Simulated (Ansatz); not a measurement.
Crystal: SnTe.

```xyz
2
Lattice="3.9047 0.0000 0.0000 0.0000 3.9047 0.0000 0.0000 0.0000 3.9047" Properties=species:S:1:pos:R:3 pbc="T T T"
Te    1.9524    1.9524    1.9524
Sn    0.0000    0.0000    0.0000
```

Measurements of this composition are mostly on another form, of space group No. 225.

```yaml
Program: Ansatz 0.2.0
Task: relaxation of cell and atoms
Functional: PBEsol
Dispersion: D4
Potentials_or_basis: Ansatz PAW
Cutoff: "420 eV (not typed: the program's choice for these potentials)"
k_mesh: 7 × 7 × 7
Occupations: fermi-dirac, width 0.05 eV
Spin: no spin polarisation
```

At the start: volume 29.77 Å³/atom.

**Question.** How do energy, volume and symmetry change on relaxing?

**Answer.** It ends after 5 steps and the volume is 26.30 Å³/atom (-11.6 %); space group Pm-3m (No. 221, to 0.05 Å).

The path:
```tsv
step	energy change (eV)	largest force (eV/Å)	volume (Å³)
1	0.0000	0.0000	59.53
2	-0.1258	0.0000	53.62
3	-0.1272	0.0000	51.85
4	-0.1294	0.0000	52.61
5	-0.1281	0.0000	52.61
```

Final structure:
```cif
data_structure
_symmetry_space_group_name_H-M 'P 1'
_symmetry_Int_Tables_number 1
_cell_length_a 3.7470
_cell_length_b 3.7470
_cell_length_c 3.7470
_cell_angle_alpha 90.000
_cell_angle_beta 90.000
_cell_angle_gamma 90.000
_cell_volume 52.61
loop_
_atom_site_label
_atom_site_type_symbol
_atom_site_fract_x
_atom_site_fract_y
_atom_site_fract_z
_atom_site_occupancy
Te1 Te 0.50000 0.50000 0.50000 1
Sn1 Sn 0.00000 0.00000 0.00000 1
```

Caveat: the plane-wave basis is chosen anew once the cell has moved, so the energies of steps on either side of that aren't comparable; pairwise dispersion overbinds metals, which lowers pressure and volume; the PAW data sets come from PBE, with cores solved anew for the run's functional, which leaves a small shift of forces and pressure.
